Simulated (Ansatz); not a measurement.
# MoS2: the cost of one run

Method: DFT PBE+D3(BJ), scalar-relativistic, plane waves, PAW, in Ansatz 0.2.0.

1 further run of the same task is left out (set aside as unsound or not needed).

### Step 1. The starting structure

Symmetry: P-6m2, No. 187, hexagonal system. Conventional cell: a = 3.150 Å, b = 3.150 Å, c = 6.648 Å, α = 90.00°, β = 90.00°, γ = 120.00°. Mo (site symmetry -6m2) has 6 S at 2.40 Å as nearest neighbours. Around S (site symmetry 3m) lie 3 Mo at 2.40 Å.

Structure file:

```cif
data_structure
_symmetry_space_group_name_H-M 'P 1'
_symmetry_Int_Tables_number 1
_cell_length_a 6.2994
_cell_length_b 6.2994
_cell_length_c 6.6475
_cell_angle_alpha 90.000
_cell_angle_beta 90.000
_cell_angle_gamma 120.000
_cell_volume 228.45
loop_
_atom_site_label
_atom_site_type_symbol
_atom_site_fract_x
_atom_site_fract_y
_atom_site_fract_z
_atom_site_occupancy
Mo1 Mo 0.50000 0.50000 0.00000 1
Mo2 Mo 0.50000 0.00000 0.00000 1
Mo3 Mo 0.00000 0.50000 0.00000 1
Mo4 Mo 0.00000 0.00000 0.00000 1
S1 S 0.16667 0.33333 0.23567 1
S2 S 0.16667 0.83333 0.23567 1
S3 S 0.66667 0.33333 0.23567 1
S4 S 0.66667 0.83333 0.23567 1
S5 S 0.16667 0.33333 0.76433 1
S6 S 0.16667 0.83333 0.76433 1
S7 S 0.66667 0.33333 0.76433 1
S8 S 0.66667 0.83333 0.76433 1
```

It goes back to an entry of the Materials Project, which need not be the stable form.

It is built from the cell relaxed beforehand with the same method (19.04 Å³/atom).

### Step 2. Zero of energy

The cell is repeated 4 times, 12 atoms in all. The reference gives a free energy of -27055.8137 eV, pressure -0.01 GPa, largest force 0.001 eV/Å and gap on the mesh 1.21 eV. It was computed beforehand with the settings of the runs below.

### Step 3. The scan: moving one atom along a line

Atom 1 (Mo) is moved by x along the Cartesian unit vector (-0.656, -0.379, 0.653); the cell and all other atoms stay fixed. Forces below are components along that vector, summed over the moved atoms. In a periodic cell its images move with it.

### Step 4. x = -0.300 Å

input.yaml reads:

```yaml
crystal:
  lattice:
    - [6.299447994, 1.0e-10, 0.0]
    - [-3.1497239971, 5.4554819926, 0.0]
    - [0.0, 0.0, 6.6475426602]
  atoms:
    - { symbol: Mo, position: [0.5416622448, 0.5208311224, -0.0294555284] }
    - { symbol: Mo, position: [0.5, 0.0, 0.0] }
    - { symbol: Mo, position: [0.0, 0.5, 0.0] }
    - { symbol: Mo, position: [0.0, 0.0, 0.0] }
    - { symbol: S, position: [0.1666666667, 0.3333333333, 0.2356692374] }
    - { symbol: S, position: [0.1666666667, 0.8333333333, 0.2356692374] }
    - { symbol: S, position: [0.6666666667, 0.3333333333, 0.2356692374] }
    - { symbol: S, position: [0.6666666667, 0.8333333333, 0.2356692374] }
    - { symbol: S, position: [0.1666666667, 0.3333333333, 0.7643307626] }
    - { symbol: S, position: [0.1666666667, 0.8333333333, 0.7643307626] }
    - { symbol: S, position: [0.6666666667, 0.3333333333, 0.7643307626] }
    - { symbol: S, position: [0.6666666667, 0.8333333333, 0.7643307626] }
basis:
  ecutwfc: 420
kpoints:
  mp_grid: { grid: [6, 6, 4] }
hamiltonian:
  xc: pbe
  dispersion: d3bj
scf:
  occupations: { method: gaussian, width: 0.05 }
output:
  forces: true
  stress: true
  eigenvalues: true
```

Command:

```
> ansatz run input.yaml --threads 1 --pin off --max-ram 2560MiB --backend cpu --events-out ev --progress --plain --runs-dir out
```

What time and memory should one allow on 1 thread of AMD EPYC 9R45 (Zen 5), shared host?

About 15 s, with a peak of 0.8 GiB.
